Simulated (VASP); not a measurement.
MnS under changes of volume

One of the cells (13.314 Å³/atom); the others are scaled copies at fixed shape and fractional positions:

```
CELL_PARAMETERS angstrom
0.00000 2.37012 2.37012
2.37012 0.00000 2.37012
2.37012 2.37012 0.00000
ATOMIC_POSITIONS crystal
Mn 0.00000 0.00000 0.00000
S 0.50000 0.50000 0.50000
```

| Quantity | Value |
| --- | --- |
| Program | VASP 6.6.1 |
| Functional | LDA |
| Potentials or basis | VASP PAW LDA potentials, release 64 (Mn_pv, S) |
| Cutoff | 520 eV |
| k mesh | 8 × 8 × 8 |
| Occupations | fermi-dirac, width 0.05 eV |
| Spin | collinear spin, ferromagnetic start |
| Starting moments | [4.0, 0.0] μB |

```csv
volume (Å³/atom),energy over the lowest point (meV/atom),pressure (GPa),moment (μB per cell)
12.782,?,?,?
13.048,1.01,1.9,3.06
13.314,0.00,0.0,3.16
13.580,0.99,-1.4,3.28
13.847,4.46,-2.8,3.39
```

Problem. What does the run at 12.782 Å³/atom give?

Solution. Energy over the lowest point 6.50 meV/atom; pressure 4.9 GPa; moment 3.02 μB per cell.

Worked out: A Birch-Murnaghan fit of order 2 (a polynomial in V^(-2/3)) to the other rows has its minimum at 13.31 Å³/atom with B0 = V·E''(V) = 71 GPa. It gives 4.77 meV/atom at 12.782 Å³/atom, against the run's 6.50, and -dE/dV = 3.1 GPa, against 4.9. A straight line through the other rows of the moment, of slope 0.417 μB per Å³/atom, extrapolates to 2.95 μB, against the run's 3.02. The fit is too stiff a form for this range.

Energies are extrapolated to zero smearing.

Caveats: a cell with one magnetic atom can't hold antiferromagnetic order, which such compounds often take.
